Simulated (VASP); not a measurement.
# KTaO3: band structure with TB-mBJ

The system is KTaO3.

```
K Ta O
1.0
     3.98907    0.00000    0.00000
     0.00000    3.98907    0.00000
     0.00000    0.00000    3.98907
K Ta O
1 1 3
Cartesian
  1.9945 1.9945 1.9945
  0.0000 0.0000 0.0000
  1.9945 0.0000 0.0000
  0.0000 1.9945 0.0000
  0.0000 0.0000 1.9945
```

```yaml
Program: VASP 6.6.1
Task: band structure
Functional: TB-mBJ
Potentials_or_basis: VASP PAW PBE potentials, release 64 (K_sv, Ta_pv, O)
Cutoff: 520 eV
k_mesh: 8 × 8 × 8
Occupations: gaussian, width 0.03 eV
Spin: no spin polarisation
Further_INCAR_settings: ALGO = Normal; EDIFF = 1e-07; NBANDS = 27
```

```json
{"Band gap on the k mesh": "3.50 eV, indirect (least direct gap 4.24 eV)", "Band gap along the path": "3.50 eV, indirect (least direct gap 4.24 eV)"}
```

Levels at the corners of the path, in eV from the valence-band top:
```
point  band 17  band 18  band 19  band 20  band 21  band 22
    Γ    -0.74    -0.74    -0.74     3.50     3.50     3.50
    X    -1.29    -0.92    -0.92     3.63     6.00     6.00
    X    -1.29    -0.92    -0.92     3.63     6.00     6.00
    M    -1.29    -1.29    -0.03     6.04     6.04     7.40
    M    -1.29    -1.29    -0.03     6.04     6.04     7.40
    Γ    -0.74    -0.74    -0.74     3.50     3.50     3.50
    Γ    -0.74    -0.74    -0.74     3.50     3.50     3.50
    R     0.00     0.00     0.00     7.49     7.49     7.49
    R     0.00     0.00     0.00     7.49     7.49     7.49
    X    -1.29    -0.92    -0.92     3.63     6.00     6.00
    M    -1.29    -1.29    -0.03     6.04     6.04     7.40
    R     0.00     0.00     0.00     7.49     7.49     7.49
```

Run time: 2.1 min on 2 MPI ranks on Intel(R) Xeon(R) Platinum 8559C (Emerald Rapids), on a shared host, peak memory 0.23 GiB a rank.

Caveat: spin-orbit coupling is left out, which moves the levels of the heavy elements.
